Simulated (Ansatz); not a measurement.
**TiO2: the gap under pressure**

TiO2, I4/m, a = 8.809 Å, c = 3.765 Å. This isn't the usual stable structure of the compound. Ansatz: PBE, PAW, 420 eV, Γ-centred 8×8×8 mesh on 12 atoms, Gaussian smearing 0.02 eV; no spin polarisation. Cell and atoms are relaxed at each pressure, and no other structure is tried, so the rows at high pressure may lie past a change of phase. The gap is sought over the whole zone. The pressures are the targets, met within 0.03 GPa.

| P (GPa) | gap y (eV) |
| --- | --- |
| -2.0 | 2.120 |
| 0.0 | ? |
| 2.0 | 1.921 |
| 5.0 | 1.825 |
| 10.0 | 1.777 |
| 20.0 | 1.984 |

Problem. Fit y = E0 + αP + βP² to the other rows and predict the missing gap.

Solution. Least squares on the rows shown. y = 2.0114 − 0.047400 P + 0.0023061 P². So α = -47.4 meV/GPa at zero pressure. With a term in P³ added, the coefficient of P becomes -0.05031, 6 % more, which shows how far this figure hangs on the form. At P = 0.0 the fit asked for gives 2.011 eV. The run gave 2.012 eV, so the fit is 0.001 eV too low, within the rms miss on the fitted rows (0.006 eV).

Semilocal functionals give gaps under the measured ones; changes of the gap mostly carry over better.

Cost: 6 runs of about 44 core-minutes in all, on Intel Xeon Platinum 8259CL (Skylake/Cascade Lake) (shared hosts).